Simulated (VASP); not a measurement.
## SnTe: band structure with SCAN

The system is SnTe.

```xyz
2
Lattice="0.0000 3.1509 3.1509 3.1509 0.0000 3.1509 3.1509 3.1509 0.0000" Properties=species:S:1:pos:R:3 pbc="T T T"
Te    3.1509    3.1509    3.1509
Sn    0.0000    0.0000    0.0000
```

```yaml
Program: VASP 6.6.1
Task: band structure
Functional: SCAN
Potentials_or_basis: VASP PAW PBE potentials, release 64 (Te, Sn_d)
Cutoff: 520 eV
k_mesh: 5 × 5 × 5
Occupations: fermi-dirac, width 0.05 eV
Spin: spin-orbit coupling, no magnetisation
Further_INCAR_settings: ALGO = Normal; EDIFF = 1e-06
```

- Pressure: 0.8 GPa
- Valence electrons inside the program's atomic spheres: Te 3.35; Sn 12.07

Wall time 24 min on 1 thread of Intel(R) Xeon(R) 6975P-C (Granite Rapids) (shared host), peak memory 0.49 GiB.

Caveat: the PAW data sets were made with another functional, which shifts forces and pressure a little.
